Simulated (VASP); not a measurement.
Input of a VASP 6.6.1 run:

Contents of INCAR:

```
SYSTEM = Al
PREC     = Accurate       ! precision mode
ENCUT    = 400            ! plane-wave cutoff, eV
EDIFF    = 1E-7           ! SCF threshold, eV
ISMEAR   = 0              ! smearing method
SIGMA    = 0.1            ! smearing width, eV
LREAL    = .FALSE.        ! projectors in reciprocal space
LASPH    = .TRUE.         ! aspherical terms in the spheres
NELM     = 60             ! most SCF steps
ALGO     = Normal         ! electronic algorithm
ISIF     = 2              ! what is computed and relaxed
LWAVE    = .FALSE.        ! write WAVECAR
LCHARG   = .FALSE.        ! write CHGCAR
GGA      = PE             ! functional
NBANDS   = 8              ! bands
```

The input KPOINTS:

```
regular mesh
0
G
  12 12 12
  0 0 0
```

Contents of POSCAR:

```
Al
1.0
    0.0000000000      2.0248050000      2.0248050000
    2.0248050000      0.0000000000      2.0248050000
    2.0248050000      2.0248050000      0.0000000000
Al
1
Direct
    0.0000000000      0.0000000000      0.0000000000
```

Potentials or basis: VASP PAW PBE potentials, release 64 (Al).

Launch:

```bash
$ cat potpaw_PBE.64/Al/POTCAR > POTCAR
$ mpirun -np 1 vasp_std > vasp.out
```

(1) Estimate the pressure.

(2) Predict the band gap on the k mesh.

## Answers

(1) -0.4 GPa.

(2) none (metal or under the smearing width).
